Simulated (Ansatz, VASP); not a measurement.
# Cu in VASP and in Ansatz

INCAR

```
PREC     = Accurate       # precision mode
ENCUT    = 600            # plane-wave cutoff, eV
EDIFF    = 1E-6           # SCF threshold, eV
ISMEAR   = -1             # smearing method
SIGMA    = 0.1            # smearing width, eV
LREAL    = False          # projectors in reciprocal space
LASPH    = True           # aspherical terms in the spheres
NELM     = 80             # most SCF steps
ALGO     = Normal         # electronic algorithm
ISIF     = 3              # what is computed and relaxed
LWAVE    = False          # write WAVECAR
LCHARG   = False          # write CHGCAR
GGA      = PE             # functional
IBRION   = 2              # ionic algorithm
NSW      = 60             # ionic steps
EDIFFG   = -0.005         # ionic threshold
```

File KPOINTS:

```
regular mesh
0
Gamma
  20 20 20
```

POSCAR

```
Cu
1.0
    0.0000000000      1.8145933008      1.8145933008
    1.8145933008      0.0000000000      1.8145933008
    1.8145933008      1.8145933008      0.0000000000
Cu
1
Direct
    0.0000000000      0.0000000000      0.0000000000
```

Input for Ansatz:

```yaml
crystal:
  lattice:
    - [0.0, 1.8145933008, 1.8145933008]
    - [1.8145933008, 0.0, 1.8145933008]
    - [1.8145933008, 1.8145933008, 0.0]
  atoms:
    - { symbol: Cu, position: [0.0, 0.0, 0.0] }
kpoints:
  mp_grid: { grid: [20, 20, 20] }
scf:
  occupations: { method: fermi_dirac, width: 0.1 }
hamiltonian:
  xc: pbe
  pseudopotentials: { kind: paw }
output:
  forces: true
  stress: true
  write_density: true
  write_potential: true
  elf: true
  volumetric_format: npy
relax:
  f_tol: 0.005
  max_steps: 40
  cell: {}
```

Alike in both runs: task relaxation of cell and atoms; functional PBE; k mesh 20 × 20 × 20; occupations fermi-dirac, width 0.1 eV; no spin polarisation.

|  | VASP | Ansatz |
| --- | --- | --- |
| version | VASP 6.6.1 | Ansatz 0.2.0 |
| potentials or method | VASP PAW PBE potentials, release 64 (Cu) | PAW with Ansatz's default frozen-core files, scalar-relativistic |
| plane-wave cutoff (eV) | 600 | 420 |
| valence electrons in the cell | 11 | 19 |

|  | VASP | Ansatz | Ansatz less VASP |
| --- | --- | --- | --- |
| relaxed volume (Å³/atom) | 12.01 | 11.95 | -0.053 |
| relaxed cell length with the largest relative difference (Å) | 2.570 | 2.567 | -0.0038 |

The two sets of potentials don't hold the same shells in valence.
